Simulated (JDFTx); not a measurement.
Runs of JDFTx 1.7.0 (patched build) on Rh. It takes space group Fm-3m (No. 225, cubic). Conventional cell: a = 3.796 Å, b = 3.796 Å, c = 3.796 Å, α = 90.00°, β = 90.00°, γ = 90.00°. Around Rh (site symmetry m-3m) lie 12 Rh at 2.68 Å. 

```csv
task,level,potentials or basis,cell,k mesh,cutoff (eV),SCF threshold on the energy,further solve for the empty bands,gap on the mesh (eV),pressure (GPa),V0 of scaled cells (Å³/atom),B0 (GPa)
relaxation of cell and atoms,PBE+D3(BJ),PseudoDojo-SR-PBE-0.5-standard,relaxed,12 × 12 × 12,1197,1e-09 Ha,no,none,0.0,-,-
single point,PBEsol,PseudoDojo-SR-PBEsol-0.4.1-standard,as given,8 × 8 × 8,1197,1e-09 Ha,no,none,-2.2,-,-
equation of state,PBE,PseudoDojo-SR-PBE-0.5-standard,as given,12 × 12 × 12,1197,1e-08 Ha,-,-,-,(b),(c)
equation of state,r2SCAN,SG15-PBE-1.2,as given,12 × 12 × 12,1088,1e-09 Ha,-,-,-,13.62,289
equation of state,RPBE,PseudoDojo-SR-PBE-0.5-standard,as given,12 × 12 × 12,1197,1e-09 Ha,-,-,-,14.32,236
single point,PBE,PseudoDojo-SR-PBE-0.5-standard,as given,12 × 12 × 12,1197,1e-08 Ha,yes,none,(a),-,-
equation of state,PBEsol,PseudoDojo-SR-PBEsol-0.4.1-standard,as given,12 × 12 × 12,1197,1e-09 Ha,-,-,-,13.52,296
equation of state,LDA,PseudoDojo-SR-LDA-0.4.1-standard,as given,12 × 12 × 12,1197,1e-09 Ha,-,-,-,13.24,319
```

Alike in all rows: no spin polarisation; smearing fermi-dirac 0.05 eV.

Question: Fill in the values left out.

Answer: (a) 7.7; (b) 14.06; (c) 257.

Caveats: the potentials were made for another functional, which shifts forces and pressure (some runs); pairwise dispersion overbinds metals, which lowers pressure and volume (some runs).

A k mesh can miss the band edges, and the runs leave out spin-orbit coupling on Rh.

A gap of «none» marks a metal or a gap under the smearing width.

Not every run made on this cell is shown here.
